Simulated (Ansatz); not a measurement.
# CoSi64 (Co at a tetrahedral site in Si, 64-site cell): the cost of one run

Program: Ansatz 0.2.0. Level of theory: DFT PBE, scalar-relativistic, plane waves, PAW, and further levels as typed in the inputs. These are calculated values, not measurements.

2 further runs of the same task are left out: 1 for a known fault of the program, 1 that didn't finish.

### 1 The structure to begin with

The structure is cubic, space group P-43m (No. 215). The conventional cell has a = 10.862 Å, b = 10.862 Å, c = 10.862 Å, α = 90.00°, β = 90.00°, γ = 90.00°. Co (site symmetry -43m) has 10 Si at 2.35 to 2.72 Å as nearest neighbours. Si (site symmetry 3m) has 1 Co at 2.35 Å and 4 Si at 2.35 Å as nearest neighbours. Si (site symmetry 2mm) has 4 Si at 2.35 Å and 1 Co at 2.72 Å as nearest neighbours. Si (site symmetry m) has 4 Si at 2.35 Å as nearest neighbours. Si (site symmetry 3m) is surrounded by 4 Si at 2.35 Å. Si (site symmetry 2) has 4 Si at 2.35 Å as nearest neighbours. Only part of the 10 independent sites is listed.

Coordinates:

```cif
data_structure
_symmetry_space_group_name_H-M 'P-43m'
_symmetry_Int_Tables_number 215
_cell_length_a 10.8620
_cell_length_b 10.8620
_cell_length_c 10.8620
_cell_angle_alpha 90.000
_cell_angle_beta 90.000
_cell_angle_gamma 90.000
_cell_volume 1281.53
loop_
_atom_site_label
_atom_site_type_symbol
_atom_site_symmetry_multiplicity
_atom_site_Wyckoff_symbol
_atom_site_fract_x
_atom_site_fract_y
_atom_site_fract_z
_atom_site_occupancy
Co1 Co 1 a 0.00000 0.00000 0.00000 1
Si1 Si 4 e 0.87500 0.87500 0.87500 1
Si2 Si 6 f 0.75000 0.00000 0.00000 1
Si3 Si 12 i 0.87500 0.87500 0.37500 1
Si4 Si 4 e 0.75000 0.75000 0.75000 1
Si5 Si 4 e 0.75000 0.75000 0.25000 1
Si6 Si 12 i 0.87500 0.37500 0.37500 1
Si7 Si 12 h 0.75000 0.00000 0.50000 1
Si8 Si 4 e 0.37500 0.37500 0.37500 1
Si9 Si 6 g 0.75000 0.50000 0.50000 1
```

### 2 Relaxing the atoms: CoSi64 defect cell, total moment held at 1 μB

The input, input.yaml:

```yaml
crystal:
  lattice:
    - [10.862, 0.0, 0.0]
    - [0.0, 10.862, 0.0]
    - [0.0, 0.0, 10.862]
  atoms:
    - { symbol: Co, position: [0.25, 0.25, 0.25], spin: 1.0 }
    - { symbol: Si, position: [0.125, 0.125, 0.125] }
    - { symbol: Si, position: [0.125, 0.375, 0.375] }
    - { symbol: Si, position: [0.375, 0.125, 0.375] }
    - { symbol: Si, position: [0.375, 0.375, 0.125] }
    - { symbol: Si, position: [0.0, 0.25, 0.25] }
    - { symbol: Si, position: [0.25, 0.0, 0.25] }
    - { symbol: Si, position: [0.25, 0.25, 0.0] }
    - { symbol: Si, position: [0.5, 0.25, 0.25] }
    - { symbol: Si, position: [0.25, 0.5, 0.25] }
    - { symbol: Si, position: [0.25, 0.25, 0.5] }
    - { symbol: Si, position: [0.125, 0.125, 0.625] }
    - { symbol: Si, position: [0.125, 0.625, 0.125] }
    - { symbol: Si, position: [0.625, 0.125, 0.125] }
    - { symbol: Si, position: [0.125, 0.375, 0.875] }
    - { symbol: Si, position: [0.125, 0.875, 0.375] }
    - { symbol: Si, position: [0.625, 0.375, 0.375] }
    - { symbol: Si, position: [0.375, 0.125, 0.875] }
    - { symbol: Si, position: [0.375, 0.625, 0.375] }
    - { symbol: Si, position: [0.875, 0.125, 0.375] }
    - { symbol: Si, position: [0.375, 0.375, 0.625] }
    - { symbol: Si, position: [0.375, 0.875, 0.125] }
    - { symbol: Si, position: [0.875, 0.375, 0.125] }
    - { symbol: Si, position: [0.0, 0.0, 0.0] }
    - { symbol: Si, position: [0.0, 0.0, 0.5] }
    - { symbol: Si, position: [0.0, 0.5, 0.0] }
    - { symbol: Si, position: [0.0, 0.5, 0.5] }
    - { symbol: Si, position: [0.5, 0.0, 0.0] }
    - { symbol: Si, position: [0.5, 0.0, 0.5] }
    - { symbol: Si, position: [0.5, 0.5, 0.0] }
    - { symbol: Si, position: [0.5, 0.5, 0.5] }
    - { symbol: Si, position: [0.125, 0.625, 0.625] }
    - { symbol: Si, position: [0.625, 0.125, 0.625] }
    - { symbol: Si, position: [0.625, 0.625, 0.125] }
    - { symbol: Si, position: [0.125, 0.875, 0.875] }
    - { symbol: Si, position: [0.625, 0.375, 0.875] }
    - { symbol: Si, position: [0.625, 0.875, 0.375] }
    - { symbol: Si, position: [0.375, 0.625, 0.875] }
    - { symbol: Si, position: [0.875, 0.125, 0.875] }
    - { symbol: Si, position: [0.875, 0.625, 0.375] }
    - { symbol: Si, position: [0.375, 0.875, 0.625] }
    - { symbol: Si, position: [0.875, 0.375, 0.625] }
    - { symbol: Si, position: [0.875, 0.875, 0.125] }
    - { symbol: Si, position: [0.0, 0.25, 0.75] }
    - { symbol: Si, position: [0.0, 0.75, 0.25] }
    - { symbol: Si, position: [0.5, 0.25, 0.75] }
    - { symbol: Si, position: [0.5, 0.75, 0.25] }
    - { symbol: Si, position: [0.25, 0.0, 0.75] }
    - { symbol: Si, position: [0.25, 0.5, 0.75] }
    - { symbol: Si, position: [0.75, 0.0, 0.25] }
    - { symbol: Si, position: [0.75, 0.5, 0.25] }
    - { symbol: Si, position: [0.25, 0.75, 0.0] }
    - { symbol: Si, position: [0.25, 0.75, 0.5] }
    - { symbol: Si, position: [0.75, 0.25, 0.0] }
    - { symbol: Si, position: [0.75, 0.25, 0.5] }
    - { symbol: Si, position: [0.625, 0.625, 0.625] }
    - { symbol: Si, position: [0.625, 0.875, 0.875] }
    - { symbol: Si, position: [0.875, 0.625, 0.875] }
    - { symbol: Si, position: [0.875, 0.875, 0.625] }
    - { symbol: Si, position: [0.0, 0.75, 0.75] }
    - { symbol: Si, position: [0.5, 0.75, 0.75] }
    - { symbol: Si, position: [0.75, 0.0, 0.75] }
    - { symbol: Si, position: [0.75, 0.5, 0.75] }
    - { symbol: Si, position: [0.75, 0.75, 0.0] }
    - { symbol: Si, position: [0.75, 0.75, 0.5] }
magnetization:
  spin_polarized: true
  initial_magnetization: 1
  spin_locking: { lock_magnetization: hard }
scf:
  occupations: { method: fixed }
output:
  forces: true
  stress: false
  eigenvalues: true
kpoints:
  mp_grid: { grid: [2, 2, 2], shift: [0.5, 0.5, 0.5] }
hamiltonian:
  xc: pbe
relax:
  f_tol: 0.01
  max_steps: 60
```

The run is started by

```bash
$ ansatz run input.yaml --threads 8 --pin off --max-ram 18432MiB --backend cpu --events-out ev --progress --plain --runs-dir out
```

**Question.** How long does this run take on 8 threads of AMD EPYC 7R13 (Zen 3), shared host, and how much memory does it need?

About 50 s, with a peak of 2.9 GiB.
